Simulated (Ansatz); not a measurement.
# SnSe: the cell at several levels of theory

How does the equilibrium cell of SnSe (rocksalt) depend on the functional? It is relaxed with PBE, r2SCAN, PBEsol, LDA and HSE06. This is a trial cell built on a prototype, not taken from a measured structure, and it needn't be the compound's ground state.

Program: Ansatz 0.2.0. PAW datasets, plane waves, zero pressure. Simulation only: spin-unpolarised, and no claim that this is the phase found in nature.

### Step 1. The system as given

This is the cell as the run starts from it, not yet at rest; its lengths are not the crystal's.

Space group Fm-3m (No. 225), cubic; conventional cell a = 5.429 Å, 20.00 Å³ an atom. Sn has 6 Se at 2.71 Å; Se has 6 Sn at 2.71 Å.

The structure in full:

```cif
data_structure
_symmetry_space_group_name_H-M 'Fm-3m'
_symmetry_Int_Tables_number 225
_cell_length_a 5.4290
_cell_length_b 5.4290
_cell_length_c 5.4290
_cell_angle_alpha 90.000
_cell_angle_beta 90.000
_cell_angle_gamma 90.000
_cell_volume 160.01
loop_
_atom_site_label
_atom_site_type_symbol
_atom_site_symmetry_multiplicity
_atom_site_Wyckoff_symbol
_atom_site_fract_x
_atom_site_fract_y
_atom_site_fract_z
_atom_site_occupancy
Sn1 Sn 4 a 0.00000 0.00000 0.00000 1
Se1 Se 4 b 0.50000 0.00000 0.00000 1
```

### Step 2. Relaxation with PBE

Contents of input.yaml:

```yaml
crystal:
  lattice:
    - [0.0, 2.714483, 2.714483]
    - [2.714483, 0.0, 2.714483]
    - [2.714483, 2.714483, 0.0]
  atoms:
    - { symbol: Sn, position: [0.0, 0.0, 0.0] }
    - { symbol: Se, position: [0.5, 0.5, 0.5] }
kpoints:
  mp_grid: { grid: [8, 8, 8] }
hamiltonian:
  xc: pbe
scf:
  occupations: { method: fermi_dirac, width: 0.02 }
relax:
  f_tol: 0.005
  cell: {}
```

Run with:

```console
> ansatz run input.yaml --threads 2 --pin off --max-ram 2211MiB --backend cpu --events-out ev --progress --plain --runs-dir out
```

Further steps of the session: Relaxing with r2SCAN; Relaxation with PBEsol; Relaxation with LDA; Relaxation with HSE06.

Before running it: what results should come out? Wanted: for each run, a; volume; space group; SCF geometries.

As calculated:

| level | a (Å) | volume (Å³/atom) | space group | SCF geometries |
| --- | --- | --- | --- | --- |
| PBE | 6.056 | 27.767 | Fm-3m | 8 |
| r2SCAN | 6.004 | 27.057 | Fm-3m | 4 |
| PBEsol | 5.933 | 26.107 | Fm-3m | 5 |
| LDA | 5.882 | 25.435 | Fm-3m | 5 |
| HSE06 | 5.951 | 26.341 | Fm-3m | 4 |

What this shows: The first relaxation changed the volume by +38.8 % from the start. The volume runs from LDA (least) to PBE (most), a spread of 9.2 %, or 3.0 % in length if all axes shared it alike. The meshes differ: PBE 8×8×8, r2SCAN 6×6×6, PBEsol 6×6×6, LDA 6×6×6, HSE06 4×4×4.
